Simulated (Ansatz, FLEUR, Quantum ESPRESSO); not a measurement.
PbTe: energy against volume and a worked fit

Symmetry: Fm-3m, No. 225, cubic system. Conventional cell: a = 6.462 Å, b = 6.462 Å, c = 6.462 Å, α = 90.00°, β = 90.00°, γ = 90.00°. Pb (site symmetry m-3m) is surrounded by 6 Te at 3.23 Å. Te (site symmetry m-3m) has 6 Pb at 3.23 Å as nearest neighbours.

The cell was scaled at fixed shape and fractions and run with Quantum ESPRESSO, PseudoDojo 0.4.1 SR PBEsol standard, cutoff 1088 eV; PBEsol, k mesh 7 × 7 × 7 on the cell of 2 atoms, fermi-dirac occupations of 0.05 eV, no spin polarisation, no spin-orbit coupling. Energies are those that the program minimises, any entropy of the smearing included.

```csv
V (Å³/atom),energy over the lowest row (meV/atom)
31.7058,13.553
32.3804,?
33.0550,0.285
33.7296,0.000
34.4042,3.355
35.0788,9.971
35.7533,19.497
```

Fit the third-order Birch-Murnaghan form, give V0, B0 and B′, and predict the energy left open.

With y = (V0/V)^(2/3), E = E0 + (9 V0 B0/16) [(y - 1)³ B′ + (y - 1)² (6 - 4y)]. Least squares through the rows shown give V0 = 33.4394 Å³/atom, E0 = -0.348 meV, B0 = 44.93 GPa (1 eV/Å³ = 160.218 GPa) and B′ = 4.53, with a largest miss of 0.001 meV. At V = 32.3804 the form with these constants gives 4.642 meV; the run gave 4.643 meV an atom. Other set-ups at this level, from all their volumes (Å³/atom, GPa): FLEUR, all-electron, FLAPW: V0 33.438, B0 44.8; Ansatz, all-electron LAPW, scalar-relativistic: V0 33.420, B0 44.83. Measured volume: 33.71 Å³/atom at 300 K (pmc:10701875, doi:10.1021/acsomega.3c06502), so the fit lies -0.8 % from it. The runs are for a static lattice.

The energy rises more steeply on compression than on expansion, as the positive B′ requires. Shortening the Pb-Te contacts brings filled shells into overlap, and the Pauli repulsion grows faster than the bonding gains, whereas stretching weakens the bonds more gradually. The modest bulk modulus fits the bonding of rock-salt PbTe, where rather few p electrons are shared among six neighbours and the Pb 6s pair adds little net bonding.

The open row lies inside the fitted range, so its close recovery supports the smoothness of the curve and interpolation along it, but not extrapolation to strong compression. The agreement with the all-electron volumes suggests that the pseudopotentials contribute little to the difference from experiment. Thermal expansion makes the room-temperature crystal larger than the static one, so the -0.8 % offset can't be read as the error of the functional alone. Because the atoms stay on their cubic sites, the curve doesn't probe the soft transverse optical mode for which PbTe is known.
